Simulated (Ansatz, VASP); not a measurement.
One calculation of Sb, two programs

INCAR

```
SYSTEM = Sb
PREC     = Accurate       ! precision mode
ENCUT    = 520            ! plane-wave cutoff, eV
EDIFF    = 1E-6           ! SCF threshold, eV
ISMEAR   = 0              ! smearing method
SIGMA    = 0.1            ! smearing width, eV
LREAL    = .FALSE.        ! projectors in reciprocal space
LASPH    = .TRUE.         ! aspherical terms in the spheres
NELM     = 100            ! most SCF steps
ALGO     = Normal         ! electronic algorithm
ISIF     = 2              ! what is computed and relaxed
LWAVE    = .FALSE.        ! write WAVECAR
LCHARG   = .FALSE.        ! write CHGCAR
GGA      = PS             ! functional
NBANDS   = 12             ! bands
```

File KPOINTS:

```
regular mesh
0
G
  6 6 6
  0 0 0
```

File POSCAR:

```
Sb
1.0
    2.1506003320      1.2416496806      3.7440000000
   -2.1506003320      1.2416496806      3.7440000000
    0.0000000000     -2.4832993611      3.7440000000
Sb
2
Direct
    0.2336400000      0.2336400000      0.2336400000
    0.7663600000      0.7663600000      0.7663600000
```

Input for Ansatz:

```yaml
crystal:
  lattice:
    - [2.150600332, 1.2416496806, 3.744]
    - [-2.150600332, 1.2416496806, 3.744]
    - [0.0, -2.4832993611, 3.744]
  atoms:
    - { symbol: Sb, position: [0.23364, 0.23364, 0.23364] }
    - { symbol: Sb, position: [0.76636, 0.76636, 0.76636] }
basis:
  ecutwfc: 420
kpoints:
  mp_grid: { grid: [6, 6, 6] }
hamiltonian:
  xc: pbesol
scf:
  occupations: { method: gaussian, width: 0.1 }
output:
  forces: true
  stress: true
  eigenvalues: true
```

Alike in both runs: task single point; functional PBEsol; k mesh 6 × 6 × 6; occupations gaussian, width 0.1 eV; no spin polarisation.

```csv
,VASP,Ansatz
version,VASP 6.6.1,Ansatz 0.2.0
potentials or method,"VASP PAW PBE potentials, release 64 (Sb)","scalar-relativistic, plane waves, PAW"
plane-wave cutoff (eV),520,420
valence electrons in the cell,10,30
```

|  | VASP | Ansatz | Ansatz less VASP |
| --- | --- | --- | --- |
| gap on the k mesh at the Fermi level (eV) | none | none | - |
| pressure (GPa) | 0.6 | 0.4 | -0.19 |
| largest component of the traceless stress (GPa) | 0.24 | 0.20 | -0.045 |
| rms of the force components (eV/Å) | 0.052 | 0.021 | -0.0307 |

Atom by atom the forces differ by 0.031 eV/Å (rms over components). A gap of «none» marks a metal or a gap that the smearing closes. With one functional, cell and mesh, what is left measures potentials, basis and numerics. The two sets of potentials don't hold the same shells in valence.

Caveats: the PAW data sets were made with another functional, which shifts forces and pressure a little (VASP). The runs have no spin-orbit coupling, so splittings on Sb are missing.
